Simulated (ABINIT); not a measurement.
The system is Yb.

```
CELL_PARAMETERS angstrom
0.00000 2.45050 2.45050
2.45050 0.00000 2.45050
2.45050 2.45050 0.00000
ATOMIC_POSITIONS crystal
Yb 0.00000 0.00000 0.00000
```

The cell isn't the ideal one: cell relaxed at zero pressure by an earlier run.

Base run:

```yaml
Program: ABINIT 10.8.3 (patched build)
Functional: PBE
Potentials_or_basis: PseudoDojo NC SR PBE v0.4 lanthanides 3+ (4f in core; v0.4.1 standard for the other elements)
Cutoff: 680 eV
k_mesh: 8 × 8 × 8, with 4 shifts
Occupations: fermi-dirac, width 0.136 eV
Spin: collinear spin, ferromagnetic start
Starting_moments: "[1.0] μB"
```

Its results: pressure 0.1 GPa; net moment 0.00 μB per cell.

Q: The run is repeated on the same cell with these changes: k mesh from 8 × 8 × 8, with 4 shifts to 6 × 6 × 6; occupations from fermi-dirac, width 0.136 eV to fermi-dirac, width 0.05 eV. What comes out?

A: Pressure -0.4 GPa; net moment 0.00 μB per cell.

Caveats: some runs use coarse meshes.
